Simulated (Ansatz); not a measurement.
**Preparing TiO2 (I4_1/amd) as a host crystal**

Before any defect goes in: TiO2 (I4_1/amd) at rest, and how it screens a charge.

Main program and level: Ansatz 0.2.0; plane-wave PAW DFT, r2SCAN; relaxation of the host's cell and atoms; PAW set soft_1, in the first sound run; inputs show where later runs differ.

The experiments to compare with:

For TiO2, anatase (single crystal, quoted from earlier work), “Preparation of hydrogen, fluorine and chlorine doped and co-doped titanium dioxide photocatalysts: a theoretical and experimental approach” (2021, pmc:7952686) quotes earlier work: lattice constant a (a = b, tetragonal cell) 3.782 Å [literature value quoted in the paper's theory part]; lattice constant c (c, tetragonal cell) 9.502 Å [literature value quoted in the paper's theory part].

“Part I: determination of a structure/property transformation mechanism responsible for changes in the point of zero change of anatase titania with decreasing particle size” (2024, pmc:11477903) reports for TiO2, anatase, by UV-VIS-NIR reflection spectroscopy (commercial powder, mean particle diameter 143 nm, hand pressed, 300 K): band gap (indirect optical gap from reflection cut-off wavelength, 143 nm …) 3.261 eV [Gap from reflection cut-off wavelength, not a Tauc fit; hand-pressed powder; same powder …].

Most raw output is cut from this account.

## 1. Set-up

It takes space group I4_1/amd (No. 141, tetragonal). Conventional cell: a = 3.783 Å, b = 3.783 Å, c = 9.615 Å, α = 90.00°, β = 90.00°, γ = 90.00°. Ti has 6 O at 1.94 to 1.99 Å nearest. Nearest to O lie 3 Ti at 1.94 to 1.99 Å. Farther neighbours and most contacts between anions are not listed.

## 2. Host cell relaxation

Lattice and positions are set free, within the symmetry that the program keeps.

Input file cell/input.yaml:

```yaml
crystal:
  lattice:
    - [-1.8912698, 1.8912698, 4.8075108]
    - [1.8912698, -1.8912698, 4.8075108]
    - [1.8912698, 1.8912698, -4.8075108]
  atoms:
    - { symbol: Ti, position: [0.0, 0.0, 0.0] }
    - { symbol: Ti, position: [0.75, 0.25, 0.5] }
    - { symbol: O, position: [0.95715212, 0.45715212, 0.5] }
    - { symbol: O, position: [0.20715212, 0.20715212, 0.0] }
    - { symbol: O, position: [0.54284788, 0.04284788, 0.5] }
    - { symbol: O, position: [0.79284788, 0.79284788, 0.0] }
basis:
  ecutwfc: 500
  xc_grid: 2
hamiltonian:
  xc: r2scan
  pseudopotentials: { kind: paw, azcp: { folder: soft_1 } }
kpoints:
  mp_grid: { grid: [10, 10, 10] }
scf:
  occupations: { method: fixed }
  max_iter: 100
relax:
  f_tol: 0.005
  max_steps: 60
  cell: {}
output:
  forces: true
  stress: true
checkpoint:
  write: "../cell.run"
  compress: false
  write_wavefunctions: false
  write_every: 100000
```

Started as:

```sh
$ ansatz run input.yaml --threads 32 --pin off --max-ram 131891MiB --backend cuda --events-out ev --progress --plain --runs-dir out
```

Wall time 2.9 s (1 × NVIDIA GB200 with 32 threads of Arm Neoverse V2, shared host); peak memory 1.1 GiB; 12 s of CPU time.

Relaxation path:

```
step  energy less that of the first step (eV)  largest force component (eV/Å)  pressure (GPa)  volume (Å³)
   1                                   0.0000                          0.0405           -1.14        68.78
   2                                  -0.0014                          0.0149           -0.33        68.54
   3                                  -0.0016                          0.0016            0.01        68.43
  4*                                  -0.0013                          0.0016            0.01        68.43
```

Relaxation steps marked * repeat the geometry before them on a plane-wave basis chosen anew for their cell, so energy and pressure can jump there.

Forces are held to the 16 operations that the run works with; a distortion that breaks them can't arise in this run.

```
conventional cell, symmetrised  before  after  change
                         a (Å)   3.783  3.777  -0.1 %
                         b (Å)   3.783  3.777  -0.1 %
                         c (Å)   9.615  9.593  -0.2 %
              volume (Å³/atom)   11.46  11.41  -0.5 %
```

The relaxed structure:

```xyz
6
Lattice="-1.8886 1.8886 4.7965 1.8886 -1.8886 4.7965 1.8886 1.8886 -4.7965" Properties=species:S:1:pos:R:3 pbc="T T T"
Ti    0.0000    0.0000    0.0000
Ti    0.0000    1.8886    2.3983
O     0.0000    1.8886    4.3856
O     0.0000    0.0000    1.9873
O     0.0000    1.8886    0.4110
O     0.0000    0.0000    7.6058
```

Numbers from this step:

```
pressure : 0.01111 GPa
```

The relaxation ends with a largest force component of 0.0016 eV/Å and a pressure of 0.01 GPa.

## 3. Dielectric tensors of the host

The response to a uniform electric field gives the electronic dielectric tensor.

This step: plane-wave PAW DFPT, PBEsol; dielectric tensors, Born charges and zone-centre modes of the host; PAW set soft_1 (Ansatz 0.2.0).

Input file eps/input.yaml:

```yaml
crystal:
  lattice:
    - [-1.8886139071, 1.8886139071, 4.7965469208]
    - [1.8886139071, -1.8886139071, 4.7965469208]
    - [1.8886139071, 1.8886139071, -4.7965469208]
  atoms:
    - { symbol: Ti, position: [0.0, 0.0, 0.0] }
    - { symbol: Ti, position: [0.75, 0.25, 0.5] }
    - { symbol: O, position: [0.9571603797, 0.4571603797, 0.5] }
    - { symbol: O, position: [0.2071603797, 0.2071603797, 0.0] }
    - { symbol: O, position: [0.5428396203, 0.0428396203, 0.5] }
    - { symbol: O, position: [0.7928396203, 0.7928396203, 0.0] }
basis:
  ecutwfc: 420
hamiltonian:
  xc: pbesol
  pseudopotentials: { kind: paw, azcp: { folder: soft_1 }, xc_functional: pbe }
kpoints:
  mp_grid: { grid: [9, 9, 9] }
scf:
  occupations: { method: fixed }
  max_iter: 100
phonons:
  method: dfpt
  dielectric: true
  rigid_motions: translations
```

The job ended after 15 s (1 × NVIDIA GB200 with 32 threads; peak memory 3.8 GiB).

Electronic dielectric tensor:

```
6.86 0.00 0.00
0.00 6.86 0.00
0.00 0.00 6.30
```

Static dielectric tensor:

```
65.68  0.00  0.00
 0.00 65.68  0.00
 0.00  0.00 30.22
```

The principal values of the electronic dielectric tensor are 6.30, 6.86 and 6.86. The principal values of the static dielectric tensor are 30.22, 65.68 and 65.68.

## 4. Defect free supercell relaxed in its symmetry

This cell, the one that will hold the defects, is built from the relaxed host. Its coarser k-points can move the atoms a little, so it is relaxed from the symmetric sites, as the reference for the test of stability.

This step: plane-wave PAW DFT, r2SCAN; relaxation of the defect-free supercell in its symmetry; PAW set soft_1 (Ansatz 0.2.0).

System of this step: TiO2 (I4_1/amd). The cell holds 96 atoms: 32 Ti and 64 O. Cell: a = 10.684 Å, b = 10.684 Å, c = 9.593 Å, α = 90.0°, β = 90.0°, γ = 90.0°.

Input file pristine.symmetric/input.yaml:

```yaml
crystal:
  lattice:
    - [7.5544556283, 7.5544556283, 0.0]
    - [-7.5544556283, 7.5544556283, 0.0]
    - [0.0, 0.0, 9.5930938415]
  atoms:
    - { symbol: Ti, position: [0.0, 0.0, 0.0] }
    - { symbol: Ti, position: [0.0, 0.25, 0.5] }
    - { symbol: Ti, position: [0.25, 0.0, 0.5] }
    - { symbol: Ti, position: [0.25, 0.25, 0.0] }
    - { symbol: Ti, position: [0.125, 0.125, 0.25] }
    - { symbol: Ti, position: [0.125, 0.375, 0.75] }
    - { symbol: Ti, position: [0.375, 0.125, 0.75] }
    - { symbol: Ti, position: [0.375, 0.375, 0.25] }
    - { symbol: O, position: [0.125, 0.125, 0.4571603797] }
    - { symbol: O, position: [0.125, 0.375, 0.9571603797] }
    - { symbol: O, position: [0.375, 0.125, 0.9571603797] }
    - { symbol: O, position: [0.375, 0.375, 0.4571603797] }
    - { symbol: O, position: [0.0, 0.0, 0.2071603797] }
    - { symbol: O, position: [0.0, 0.25, 0.7071603797] }
    - { symbol: O, position: [0.25, 0.0, 0.7071603797] }
    - { symbol: O, position: [0.25, 0.25, 0.2071603797] }
    - { symbol: O, position: [0.125, 0.125, 0.0428396203] }
    - { symbol: O, position: [0.125, 0.375, 0.5428396203] }
    - { symbol: O, position: [0.375, 0.125, 0.5428396203] }
    - { symbol: O, position: [0.375, 0.375, 0.0428396203] }
    - { symbol: O, position: [0.0, 0.0, 0.7928396203] }
    - { symbol: O, position: [0.0, 0.25, 0.2928396203] }
    - { symbol: O, position: [0.25, 0.0, 0.2928396203] }
    - { symbol: O, position: [0.25, 0.25, 0.7928396203] }
    - { symbol: Ti, position: [0.0, 0.5, 0.0] }
    - { symbol: Ti, position: [0.0, 0.75, 0.5] }
    - { symbol: Ti, position: [0.25, 0.5, 0.5] }
    - { symbol: Ti, position: [0.25, 0.75, 0.0] }
    - { symbol: Ti, position: [0.125, 0.625, 0.25] }
    - { symbol: Ti, position: [0.125, 0.875, 0.75] }
[... 60 atom lines left out ...]
    - { symbol: O, position: [0.875, 0.625, 0.5428396203] }
    - { symbol: O, position: [0.875, 0.875, 0.0428396203] }
    - { symbol: O, position: [0.5, 0.5, 0.7928396203] }
    - { symbol: O, position: [0.5, 0.75, 0.2928396203] }
    - { symbol: O, position: [0.75, 0.5, 0.2928396203] }
    - { symbol: O, position: [0.75, 0.75, 0.7928396203] }
basis:
  ecutwfc: 500
  xc_grid: 2
hamiltonian:
  xc: r2scan
  pseudopotentials: { kind: paw, azcp: { folder: soft_1 } }
kpoints:
  mp_grid: { grid: [1, 1, 1] }
scf:
  occupations: { method: fermi_dirac, width: 0.01 }
  max_iter: 100
  lower_state_search: "off"
output:
  forces: true
relax:
  f_tol: 0.015
  max_steps: 60
  escape_saddle: false
checkpoint:
  write: "../pristine.symmetric.run"
  compress: false
  write_wavefunctions: false
  write_every: 100000
```

Run time: 2.9 s. Hardware: 1 × NVIDIA GB200 with 32 threads; peak memory 1.4 GiB.

No atom moved by 0.005 Å in the relaxation.

## 5. Defect free supercell relaxed from displaced atoms

This step: plane-wave PAW DFT, r2SCAN; relaxation of the defect-free supercell from random displacements, a test of the host's stability; PAW set soft_1 (Ansatz 0.2.0).

pristine.rattled/input.yaml, as its differences from pristine.symmetric/input.yaml of step 4:

```diff
@@ -59,6 +59,6 @@
   f_tol: 0.015
-  max_steps: 60
-  escape_saddle: false
+  max_steps: 120
+  random_displacement: { amplitude: 0.06, seed: 8205 }
 checkpoint:
-  write: "../pristine.symmetric.run"
+  write: "../pristine.rattled.run"
   compress: false
```

Wall time 3.6 s (1 × NVIDIA GB200 with 32 threads); peak memory 1.4 GiB.

Step by step:

```
step  energy less that of the first step (eV)  largest force component (eV/Å)
   1                                   0.0000                          2.2694
   2                                  -1.8958                          0.7209
   3                                  -2.4534                          0.0489
   4                                  -2.4556                          0.0022
```

The relaxation ends 26 meV an atom lower than the displaced start, with a largest force component of 0.0022 eV/Å.

## 6. Host on a dense mesh

This step: plane-wave PAW DFT, r2SCAN; single point of the defect-free host, a test of the k-point sampling; PAW set soft_1 (Ansatz 0.2.0).

System of this step: TiO2 (I4_1/amd). Symmetry: I4_1/amd, No. 141, tetragonal system. Conventional cell: a = 3.777 Å, b = 3.777 Å, c = 9.593 Å, α = 90.00°, β = 90.00°, γ = 90.00°. Ti has 6 O at 1.93 to 1.99 Å nearest. Nearest to O lie 3 Ti at 1.93 to 1.99 Å. Farther neighbours and most contacts between anions are not listed.

Input file dense/input.yaml:

```yaml
crystal:
  lattice:
    - [-1.8886139071, 1.8886139071, 4.7965469208]
    - [1.8886139071, -1.8886139071, 4.7965469208]
    - [1.8886139071, 1.8886139071, -4.7965469208]
  atoms:
    - { symbol: Ti, position: [0.0, 0.0, 0.0] }
    - { symbol: Ti, position: [0.75, 0.25, 0.5] }
    - { symbol: O, position: [0.9571603797, 0.4571603797, 0.5] }
    - { symbol: O, position: [0.2071603797, 0.2071603797, 0.0] }
    - { symbol: O, position: [0.5428396203, 0.0428396203, 0.5] }
    - { symbol: O, position: [0.7928396203, 0.7928396203, 0.0] }
basis:
  ecutwfc: 500
  xc_grid: 2
hamiltonian:
  xc: r2scan
  pseudopotentials: { kind: paw, azcp: { folder: soft_1 } }
kpoints:
  mp_grid: { grid: [10, 10, 10] }
scf:
  occupations: { method: fermi_dirac, width: 0.01 }
  max_iter: 100
  lower_state_search: "off"
checkpoint:
  write: "../dense.run"
  compress: false
  write_wavefunctions: false
  write_every: 100000
```

Run time: 1.6 s. Hardware: 1 × NVIDIA GB200 with 32 threads; peak memory 1.1 GiB.

## 7. Defect free supercell at the zone centre

The supercell is run at the zone centre, to see how far that sampling misses the dense mesh.

System of this step: TiO2 (I4_1/amd). The cell holds 96 atoms: 32 Ti and 64 O. Cell: a = 10.684 Å, b = 10.684 Å, c = 9.593 Å, α = 90.0°, β = 90.0°, γ = 90.0°.

pristine.sampling_gamma/input.yaml, as its differences from pristine.rattled/input.yaml of step 5:

```diff
@@ -55,10 +55,4 @@
   lower_state_search: "off"
-output:
-  forces: true
-relax:
-  f_tol: 0.015
-  max_steps: 120
-  random_displacement: { amplitude: 0.06, seed: 8205 }
 checkpoint:
-  write: "../pristine.rattled.run"
+  write: "../pristine.sampling_gamma.run"
   compress: false
```

Elapsed: 1.7 s, on 1 × NVIDIA GB200 with 32 threads; peak memory 1.4 GiB.

## 8. What came out

- primitive cell vectors, lengths: 5.490, 5.490, 5.490 Å
- electronic dielectric constant: principal values (6.30, 6.86, 6.86)
- static dielectric constant: principal values (30.22, 65.68, 65.68)
- gap on the k-mesh of the response run (PBEsol): 2.11 eV
- supercell relaxed in its symmetry less the displaced and relaxed one: 0.000 eV
- energy an atom at the zone centre alone less that on the dense mesh: 0.004 eV

Step 5: The energy fell by 2.456 eV from the randomly displaced start; the atoms end within 0.005 Å of the sites as typed, once the mean shift is taken out. The displaced cell ends within 0.01 eV of the symmetric one relaxed in its symmetry, so no lower structure shows in this supercell. The k-mesh can miss the band edges, so this gap is an upper bound at this level. All at zero temperature.

Comparison with the measured values:

| quantity | measured | r2SCAN | PBEsol |
| --- | --- | --- | --- |
| lattice constant a (Å) | 3.782 | 3.777 (-0.1 %) | - |
| lattice constant c (Å) | 9.502 | 9.593 (+1.0 %) | - |
| band gap (gap on the k-mesh) (eV) | 3.261 | 2.55 (-0.71 eV) | 2.11 (-1.15 eV) |

Measured values from pmc:7952686 (2021) and pmc:11477903 (2024).

**Verdict.** The lattice constant a is off by -0.1 %: good agreement. The lattice constant c is off by +1.0 %: fair agreement. For the band gap, of the levels listed nearest comes r2SCAN (-0.71 eV) and farthest PBEsol (-1.15 eV). Local and semilocal functionals usually give gaps below the measured ones. The computed gap is read on a k-mesh, which can miss the band edges. An optical gap can lie under the band gap by the exciton's binding. Zero-point and thermal motion shift the measured gap. The grades are ours: good and fair within 0.7 and 1.5 % for the lattice constant a and 0.8 and 2 % for the lattice constant c. For lattice constants the calculation has a static lattice, without zero-point motion or thermal expansion.

[Logs are printed without paths, hosts, clocks, repeated set-up lines and the standing remarks that a program may print on its own settings, such as how far it seeks lower states.]

[Hosts, paths, dates, database ids (printed as entryN), source tags and the programs' standing remarks are cut or masked in the printed files.]

[Runs of the host that timed out are not shown.]

[For some hosts the program warned that the k-mesh of the response run may be too coarse for force constants and the static dielectric constant; such warnings are not always shown.]
